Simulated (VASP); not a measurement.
The system is Se.

```
CELL_PARAMETERS angstrom
2.03856 1.17697 1.56371
-2.03856 1.17697 1.56371
0.00000 -2.35393 1.56371
ATOMIC_POSITIONS crystal
Se 0.00000 0.00000 0.00000
```

This isn't the form of Se at room conditions, which is trigonal, of chains.

```yaml
Program: VASP 6.6.1
Task: relaxation of cell and atoms
Functional: PBE
Potentials_or_basis: VASP PAW PBE potentials, release 64 (Se)
Cutoff: 520 eV
k_mesh: 21 × 21 × 21
Occupations: gaussian, width 0.1 eV
Spin: no spin polarisation
```

At the start: pressure 0.4 GPa; volume 22.51 Å³/atom.

Q: Where does the relaxation end?

A: Over 11 steps the energy falls by 3.7 meV/atom and the volume is 22.69 Å³/atom (+0.8 %); space group Pm-3m (No. 221, to 0.05 Å).

Step by step:
```
step  energy change (eV)  largest force (eV/Å)  pressure (GPa)  volume (Å³)
   1              0.0000                0.0000            0.41        22.51
   2             -0.0006                0.0000            0.07        22.62
   3             -0.0010                0.0000           -0.90        22.96
   4             -0.0012                0.0000           -0.59        22.85
   5             -0.0016                0.0000           -0.55        22.84
   6             -0.0027                0.0000           -0.42        22.81
   7             -0.0037                0.0000           -0.17        22.74
   8             -0.0037                0.0000           -0.14        22.73
   9             -0.0037                0.0000           -0.16        22.74
  10             -0.0037                0.0000            0.02        22.68
  11             -0.0037                0.0000           -0.01        22.69
```

Final structure:
```cif
data_structure
_symmetry_space_group_name_H-M 'P 1'
_symmetry_Int_Tables_number 1
_cell_length_a 2.8310
_cell_length_b 2.8310
_cell_length_c 2.8310
_cell_angle_alpha 90.059
_cell_angle_beta 90.059
_cell_angle_gamma 90.059
_cell_volume 22.69
loop_
_atom_site_label
_atom_site_type_symbol
_atom_site_fract_x
_atom_site_fract_y
_atom_site_fract_z
_atom_site_occupancy
Se1 Se 0.00000 0.00000 0.00000 1
```
